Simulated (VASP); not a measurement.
# HgSe (F-43m) in VASP: notebook

One crystal, HgSe, is run at these levels: PBE, TB-mBJ; tasks: band structure, optical spectrum.

All numbers are computed with VASP 6.6.1; they aren't measurements. Logs are shortened: lines on timing, memory, paths and dates and some standing lists are left out, and cuts for length are marked.

## (1) The structure

The structure is cubic, space group F-43m (No. 216). Conventional cell: a = 6.146 Å, b = 6.146 Å, c = 6.146 Å, α = 90.00°, β = 90.00°, γ = 90.00°. Hg (site symmetry -43m) is surrounded by 4 Se at 2.66 Å. Around Se (site symmetry -43m) lie 4 Hg at 2.66 Å.

## (2) Band structure, PBE, spin-orbit coupling, no magnetisation

Contents of INCAR:

```
SYSTEM = HgSe
PREC = Accurate
ENCUT = 520
EDIFF = 1E-6
ISMEAR = 0
SIGMA = 0.03
LREAL = .False.
LASPH = .True.
NELM = 80
ALGO = Normal
ISIF = 2
LWAVE = .False.
LCHARG = .False.
MAGMOM = 0 0 0 0 0 0
LORBIT = 11
LSORBIT = .True.
GGA_COMPAT = .False.
GGA = PE
NBANDS = 30
KPAR = 4
```

Contents of KPOINTS:

```
regular mesh
0
Gamma
  10 10 10
  0 0 0
```

Contents of POSCAR:

```
HgSe                                    
1.0
    0.0000000000      3.0728100868      3.0728100868
    3.0728100868      0.0000000000      3.0728100868
    3.0728100868      3.0728100868      0.0000000000
  Hg              Se            
     1     1
Direct
     0.0000000000000000    0.0000000000000000    0.0000000000000000
     0.2500000000000000    0.2500000000000000    0.2500000000000000
```

Contents of KPOINTS_OPT:

```
explicit points
252
Reciprocal
 0.0000000000  0.0000000000  0.0000000000 1
 0.0357142857  0.0000000000  0.0357142857 1
 0.0714285714  0.0000000000  0.0714285714 1
 0.1071428571  0.0000000000  0.1071428571 1
 0.1428571429  0.0000000000  0.1428571429 1
 0.1785714286  0.0000000000  0.1785714286 1
[... 244 lines left out ...]
 0.5119702700  0.0239405400  0.5119702700 1
 0.4880297300 -0.0239405400  0.4880297300 1
```

Potentials or basis: VASP PAW PBE potentials, release 64 (Hg, Se).

Run with:

```bash
> cat potpaw_PBE.64/Hg/POTCAR potpaw_PBE.64/Se/POTCAR > POTCAR
> mpirun -np 4 vasp_ncl > vasp.out
```

OUTCAR:

```text
SYSTEM = HgSe
   PREC = Accurate
   ENCUT = 520
   EDIFF = 1E-6
   ISMEAR = 0
   LREAL = .False.
   LASPH = .True.
   NELM = 80
   ISIF = 2
   LORBIT = 11
   LSORBIT = .True.
   GGA = PE

 ion  position               nearest neighbor table
   1  0.000  0.000  0.000-   2 2.66   2 2.66   2 2.66   2 2.66
   2  0.250  0.250  0.250-   1 2.66   1 2.66   1 2.66   1 2.66

  LATTYP: Found a face centered cubic cell.
 ALAT       =     6.1456201736

  Lattice vectors:

 A1 = (   0.0000000000,   3.0728100868,   3.0728100868)
 A2 = (   3.0728100868,   0.0000000000,   3.0728100868)
 A3 = (   3.0728100868,   3.0728100868,   0.0000000000)

Analysis of symmetry for initial positions (statically):
=====================================================================
 Subroutine PRICEL returns:
 Original cell was already a primitive cell.

 Routine SETGRP: Setting up the symmetry group for a
 face centered cubic supercell.

 Subroutine GETGRP returns: Found 24 space group operations
 (whereof 24 operations were pure point group operations)
 out of a pool of 48 trial point group operations.

The static configuration has the point symmetry T_d .

Analysis of symmetry for dynamics (positions and initial velocities):
=====================================================================
 Subroutine PRICEL returns:
 Original cell was already a primitive cell.

 Routine SETGRP: Setting up the symmetry group for a
 face centered cubic supercell.

 Subroutine GETGRP returns: Found 24 space group operations
 (whereof 24 operations were pure point group operations)
 out of a pool of 48 trial point group operations.

The dynamic configuration has the point symmetry T_d .

Analysis of structural, dynamic, and magnetic symmetry:
=====================================================================
 Subroutine PRICEL returns:
 Original cell was already a primitive cell.

 Routine SETGRP: Setting up the symmetry group for a
 face centered cubic supercell.

 Subroutine GETGRP returns: Found 24 space group operations
 (whereof 24 operations were pure point group operations)
 out of a pool of 48 trial point group operations.

The overall configuration has the point symmetry T_d .

 Subroutine INISYM returns: Found 24 space group operations
 (whereof 24 operations are pure point group operations),
 and found     1 'primitive' translations

----------------------------------------------------------------------------------------

                                     Primitive cell

  volume of cell :      58.0279

  direct lattice vectors                    reciprocal lattice vectors
     0.000000000  3.072810087  3.072810087    -0.162717508  0.162717508  0.162717508
     3.072810087  0.000000000  3.072810087     0.162717508 -0.162717508  0.162717508
     3.072810087  3.072810087  0.000000000     0.162717508  0.162717508 -0.162717508

  length of vectors
     4.345609699  4.345609699  4.345609699     0.281834991  0.281834991  0.281834991

  position of ions in fractional coordinates (direct lattice)
     0.000000000  0.000000000  0.000000000
     0.250000000  0.250000000  0.250000000

  ion indices of the primitive-cell ions
   primitive index   ion index
                 1           1
                 2           2

----------------------------------------------------------------------------------------

 KPOINTS: regular mesh

Automatic generation of k-mesh.
 Grid dimensions read from file:
 generate k-points for:   10   10   10

 Generating k-lattice:

  Cartesian coordinates                     Fractional coordinates (reciprocal lattice)
    -0.016271751  0.016271751  0.016271751     0.100000000  0.000000000  0.000000000
     0.016271751 -0.016271751  0.016271751     0.000000000  0.100000000  0.000000000
     0.016271751  0.016271751 -0.016271751     0.000000000  0.000000000  0.100000000

  Length of vectors
     0.028183499  0.028183499  0.028183499

  Shift w.r.t. Gamma in fractional coordinates (k-lattice)
     0.000000000  0.000000000  0.000000000

 Subroutine IBZKPT returns following result:
 ===========================================

 Found     73 irreducible k-points:

 Following reciprocal coordinates:
            Coordinates               Weight
  0.000000  0.000000  0.000000      1.000000
  0.100000  0.000000  0.000000      4.000000
 -0.100000  0.000000  0.000000      4.000000
  0.200000  0.000000  0.000000      4.000000
 -0.200000  0.000000  0.000000      4.000000
  0.300000  0.000000  0.000000      4.000000
[... 16 lines left out ...]
  0.300000 -0.100000  0.000000     12.000000
 -0.200000  0.100000  0.000000     12.000000
 [... further k-points ...]
   k-points           NKPTS =     73   k-points in BZ     NKDIM =     73   number of bands    NBANDS=     30
   number of dos      NEDOS =    301   number of ions     NIONS =      2
   total plane-waves  NPLWV =  32768
   dimension x,y,z NGX =    32 NGY =   32 NGZ =   32
   dimension x,y,z NGXF=    64 NGYF=   64 NGZF=   64
   ions per type =               1   1
   NGX,Y,Z   is equivalent  to a cutoff of  12.24, 12.24, 12.24 a.u.
   NGXF,Y,Z  is equivalent  to a cutoff of  24.48, 24.48, 24.48 a.u.
 SYSTEM =  HgSe
   PREC   = accura    normal or accurate (medium, high low for compatibility)
   ISTART =      0    job   : 0-new  1-cont  2-samecut
   ICHARG =      2    charge: 1-file 2-atom 10-const
   ISPIN  =      1    spin polarized calculation?
   LNONCOLLINEAR =      T non collinear calculations
   LSORBIT =      T    spin-orbit coupling
   LASPH  =      T    aspherical Exc in radial PAW
   ENCUT  =  520.0 eV  38.22 Ry    6.18 a.u.   8.08  8.08  8.08*2*pi/ulx,y,z
   NELM   =     80;   NELMIN=  2; NELMDL= -5     # of ELM steps
   EDIFF  = 0.1E-05   stopping-criterion for ELM
   LREAL  =      F    real-space projection
   EDIFFG = 0.1E-04   stopping-criterion for IOM
   NSW    =      0    number of steps for IOM
   IBRION =     -1    ionic relax: 0-MD 1-quasi-New 2-CG
   NFREE  =      0    steps in history (QN), initial steepest desc. (CG)
   ISIF   =      2    stress and relaxation
   ISYM   =      2    0-nonsym 1-usesym 2-fastsym
   POTIM  = 0.5000    time-step for ionic-motion
   TEBEG  =    0.0;   TEEND  =   0.0 temperature during run
   PSTRESS=    0.0 pullay stress
   NELECT =      18.0000    total number of electrons
   NUPDOWN=      -1.0000    fix difference up-down
   EMIN   =  10.00;   EMAX   =-10.00  energy-range for DOS
   EFERMI =   0.00;   METHOD = LEGACY
   ISMEAR =     0;   SIGMA  =   0.03  broadening in eV -4-tet -1-fermi 0-gaus
   EFERMI_NEDOS =   21; number of points for ismear=-14 and -15
   IALGO  =     38    algorithm
   IMIX   =      4    mixing-type and parameters
     AMIX     =   0.40;   BMIX     =  1.00
     AMIX_MAG =   1.60;   BMIX_MAG =  1.00
  volume/ion in A,a.u.               =      29.01       195.80
  Fermi-wavevector in a.u.,A,eV,Ry     =   1.108205  2.094203 16.709552  1.228117
  Thomas-Fermi vector in A             =   2.244729
   LORBIT       =     11    0 simple, 1 ext, 2 COOP (PROOUT), +10 PAW based schemes
   GGA     = PE    functional components
   LHFCALC =     F    Hartree Fock is set to
   AEXX    =    0.0000 exact exchange contribution
   IVDW    =     0    specifies the selected vdW correction
   LEPSILON=     F    determine dielectric tensor
   LRPA    =     F    only Hartree local field effects (RPA)
 Gauss-broadening in eV      SIGMA  =   0.03
  energy-cutoff  :      520.00
  volume of cell :       58.03
 maximum number of plane-waves:      3176
   NGX = 17   NGY = 17   NGZ = 17

 number of electron      18.0000000 magnetization       0.0000000      0.0000000      0.0000000

 number of electron      18.0000000 magnetization       0.0000000     -0.0000000      0.0000000

 number of electron      18.0000000 magnetization       0.0000000     -0.0000000     -0.0000000

 Free energy of the ion-electron system (eV)
  ---------------------------------------------------
  ext. energy  EPLUGINS =         0.00000000
  ---------------------------------------------------
  free energy    TOTEN  =        -4.36090634 eV

  energy without entropy =       -4.36087118  energy(sigma->0) =       -4.36088876

 E-fermi :   1.5302     XC(G=0):  -8.9038

 val. band max:        1.5299694301   @ k =   0.0000   0.0000   0.0000
 cond. band min:       1.9107106398   @ k =   0.1000   0.0000   0.0000
 fundamental gap:      0.3807412097
 Fermi energy:         1.5302325051

 k-point     1 :       0.0000    0.0000    0.0000
  band No.  band energies     occupation
      1     -11.8105      1.00000
      2     -11.8105      1.00000
      3      -6.3154      1.00000
      4      -6.3154      1.00000
      5      -6.3154      1.00000
      6      -6.3154      1.00000
[... 781 lines left out ...]
     29      11.4840      0.00000
     30      11.5612      0.00000

 [... further k-points ...]
[... 5 lines left out ...]
  --------------------------------------------------------------------------------------
  -------------------------------------------------------------------------------------
  Total        0.9384574      0.9384574      0.9384574      0.0000000      0.0000000      0.0000000
  in kB       25.9112278     25.9112278     25.9112278      0.0000000      0.0000000      0.0000000
  external PRESSURE =      25.9112278 kB  Pullay stress =       0.0000000 kB

 VOLUME and BASIS-vectors are now :
 -----------------------------------------------------------------------------
  energy-cutoff  :      520.00
  volume of cell :       58.03
      direct lattice vectors                 reciprocal lattice vectors
     0.000000000  3.072810087  3.072810087    -0.162717508  0.162717508  0.162717508
     3.072810087  0.000000000  3.072810087     0.162717508 -0.162717508  0.162717508
     3.072810087  3.072810087  0.000000000     0.162717508  0.162717508 -0.162717508

 POSITION                                       TOTAL-FORCE (eV/Angst)
 -----------------------------------------------------------------------------------
      0.00000      0.00000      0.00000         0.000000     -0.000000      0.000000
      1.53641      1.53641      1.53641        -0.000000      0.000000     -0.000000
 -----------------------------------------------------------------------------------
    total drift:                                0.000000      0.000000      0.000000

  FREE ENERGIE OF THE ION-ELECTRON SYSTEM (eV)
  ---------------------------------------------------
  free  energy   TOTEN  =        -4.3609063380 eV

  energy  without entropy=       -4.3608711846  energy(sigma->0) =       -4.36088876

 Spin-Orbit-Coupling matrix elements

 Ion:    1  E_soc:     -0.5689421
 l=   1
     0.0000000    -0.0281299    -0.0281299
    -0.0281299     0.0000000    -0.0281299
    -0.0281299    -0.0281299     0.0000000
 l=   2
     0.0000000    -0.0134896     0.0000000    -0.0134896    -0.0532042
    -0.0134896     0.0000000    -0.0399031    -0.0134896    -0.0133010
     0.0000000    -0.0399031     0.0000000    -0.0399031     0.0000000
    -0.0134896    -0.0134896    -0.0399031     0.0000000    -0.0133010
    -0.0532042    -0.0133010     0.0000000    -0.0133010     0.0000000
 l=   3
     0.0000000     0.0000000     0.0000000     0.0000000     0.0000000     0.0000000     0.0000000
     0.0000000     0.0000000     0.0000000     0.0000000     0.0000000     0.0000000     0.0000000
     0.0000000     0.0000000     0.0000000     0.0000000     0.0000000     0.0000000     0.0000000
     0.0000000     0.0000000     0.0000000     0.0000000     0.0000000     0.0000000     0.0000000
     0.0000000     0.0000000     0.0000000     0.0000000     0.0000000     0.0000000     0.0000000
     0.0000000     0.0000000     0.0000000     0.0000000     0.0000000     0.0000000     0.0000000
     0.0000000     0.0000000     0.0000000     0.0000000     0.0000000     0.0000000     0.0000000

 Ion:    2  E_soc:     -0.0470504
 l=   1
     0.0000000    -0.0078179    -0.0078179
    -0.0078179     0.0000000    -0.0078179
    -0.0078179    -0.0078179     0.0000000
 l=   2
     0.0000000    -0.0000108     0.0000000    -0.0000108    -0.0000130
    -0.0000108     0.0000000    -0.0000098    -0.0000108    -0.0000033
     0.0000000    -0.0000098     0.0000000    -0.0000098     0.0000000
    -0.0000108    -0.0000108    -0.0000098     0.0000000    -0.0000033
    -0.0000130    -0.0000033     0.0000000    -0.0000033     0.0000000
 l=   3
     0.0000000     0.0000000     0.0000000     0.0000000     0.0000000     0.0000000     0.0000000
     0.0000000     0.0000000     0.0000000     0.0000000     0.0000000     0.0000000     0.0000000
     0.0000000     0.0000000     0.0000000     0.0000000     0.0000000     0.0000000     0.0000000
     0.0000000     0.0000000     0.0000000     0.0000000     0.0000000     0.0000000     0.0000000
     0.0000000     0.0000000     0.0000000     0.0000000     0.0000000     0.0000000     0.0000000
     0.0000000     0.0000000     0.0000000     0.0000000     0.0000000     0.0000000     0.0000000
     0.0000000     0.0000000     0.0000000     0.0000000     0.0000000     0.0000000     0.0000000

 total charge

# of ion       s       p       d       tot
------------------------------------------
    1        0.708   0.401   9.391  10.499
    2        1.464   2.293   0.033   3.791
--------------------------------------------------
tot          2.172   2.694   9.424  14.290

 magnetization (x)

# of ion       s       p       d       tot
------------------------------------------
    1        0.000   0.000  -0.000  -0.000
    2        0.000   0.000  -0.000   0.000
--------------------------------------------------
tot          0.000   0.000  -0.000   0.000

 magnetization (y)

# of ion       s       p       d       tot
------------------------------------------
    1        0.000   0.000   0.000   0.000
    2        0.000   0.000  -0.000  -0.000
--------------------------------------------------
tot          0.000   0.000   0.000   0.000

 magnetization (z)

# of ion       s       p       d       tot
------------------------------------------
    1        0.000   0.000   0.000   0.000
    2        0.000   0.000   0.000   0.000
--------------------------------------------------
tot          0.000   0.000   0.000   0.000
```

Run time: 97 s. Hardware: 4 MPI ranks of Intel Xeon Platinum 8488C (Sapphire Rapids), shared host; peak memory 0.51 GiB.

What came out:

- Free energy: -4.3609 eV
- Pressure: 2.6 GPa
- Valence electrons inside the program's atomic spheres: Hg 10.50; Se 3.79

## (3) Band structure, TB-mBJ

POSCAR is that of step 2.

Contents of INCAR.step1:

```
SYSTEM = HgSe
PREC = Accurate
ENCUT = 520
EDIFF = 1E-5
ISMEAR = 0
SIGMA = 0.03
LREAL = .False.
LASPH = .True.
NELM = 80
ALGO = Normal
ISIF = 2
LWAVE = .True.
LCHARG = .False.
NBANDS = 16
KPAR = 4
GGA = PE
```

Contents of INCAR.step2:

```
SYSTEM = HgSe
PREC = Accurate
ENCUT = 520
EDIFF = 1E-6
ISMEAR = 0
SIGMA = 0.03
LREAL = .False.
LASPH = .True.
NELM = 80
ALGO = Normal
ISIF = 2
LWAVE = .False.
LCHARG = .False.
METAGGA = MBJ
NBANDS = 16
KPAR = 4
ISTART = 1
```

KPOINTS is that of step 2.

KPOINTS_OPT is that of step 2.

Potentials or basis: VASP PAW PBE potentials, release 64 (Hg, Se).

Run with:

```bash
> cat potpaw_PBE.64/Hg/POTCAR potpaw_PBE.64/Se/POTCAR > POTCAR
> cp INCAR.step1 INCAR
> mpirun -np 4 vasp_std > vasp.out
> cp INCAR.step2 INCAR
> mpirun -np 4 vasp_std > vasp.out
```

It took 37 s on 4 MPI ranks of Intel Xeon Platinum 8488C (Sapphire Rapids), shared host; peak memory 0.24 GiB.

Results (log left out):

- Band gap on the k mesh: 0.05 eV, direct
- Band gap along the path: 0.05 eV, direct

Levels at the corners of the path, in eV from the valence-band top:
```
point  band 5  band 6  band 7  band 8  band 9  band 10  band 11  band 12  band 13  band 14
    Γ   -6.16   -6.16    0.00    0.00    0.00     0.05     6.16     6.16     6.16     9.71
    X   -6.06   -5.81   -4.57   -2.02   -2.02     3.33     3.97     9.35    10.52    10.52
    X   -6.06   -5.81   -4.57   -2.02   -2.02     3.33     3.97     9.35    10.52    10.52
    W   -6.21   -5.62   -4.73   -2.34   -2.11     4.00     5.87     6.92     8.31    10.92
    W   -6.21   -5.62   -4.73   -2.34   -2.11     4.00     5.87     6.92     8.31    10.92
    K   -6.12   -5.69   -4.69   -2.49   -1.65     3.52     5.23     8.77     8.80     9.22
    K   -6.12   -5.69   -4.69   -2.49   -1.65     3.52     5.23     8.77     8.80     9.22
    Γ   -6.16   -6.16    0.00    0.00    0.00     0.05     6.16     6.16     6.16     9.71
    Γ   -6.16   -6.16    0.00    0.00    0.00     0.05     6.16     6.16     6.16     9.71
    L   -6.13   -5.88   -4.87   -0.85   -0.85     1.91     6.85     6.85     7.90    10.39
    L   -6.13   -5.88   -4.87   -0.85   -0.85     1.91     6.85     6.85     7.90    10.39
    U   -6.12   -5.69   -4.69   -2.49   -1.65     3.52     5.23     8.77     8.80     9.22
    U   -6.12   -5.69   -4.69   -2.49   -1.65     3.52     5.23     8.77     8.80     9.22
    W   -6.21   -5.62   -4.73   -2.34   -2.11     4.00     5.87     6.92     8.31    10.92
    W   -6.21   -5.62   -4.73   -2.34   -2.11     4.00     5.87     6.92     8.31    10.92
    L   -6.13   -5.88   -4.87   -0.85   -0.85     1.91     6.85     6.85     7.90    10.39
    L   -6.13   -5.88   -4.87   -0.85   -0.85     1.91     6.85     6.85     7.90    10.39
    K   -6.12   -5.69   -4.69   -2.49   -1.65     3.52     5.23     8.77     8.80     9.22
    U   -6.12   -5.69   -4.69   -2.49   -1.65     3.52     5.23     8.77     8.80     9.22
    X   -6.06   -5.81   -4.57   -2.02   -2.02     3.33     3.97     9.35    10.52    10.52
```

Caveat: the PAW data sets were made with another functional, which shifts forces and pressure a little; spin-orbit coupling is left out, which moves the levels of the heavy elements.

(Continued in part 2 of 2.)
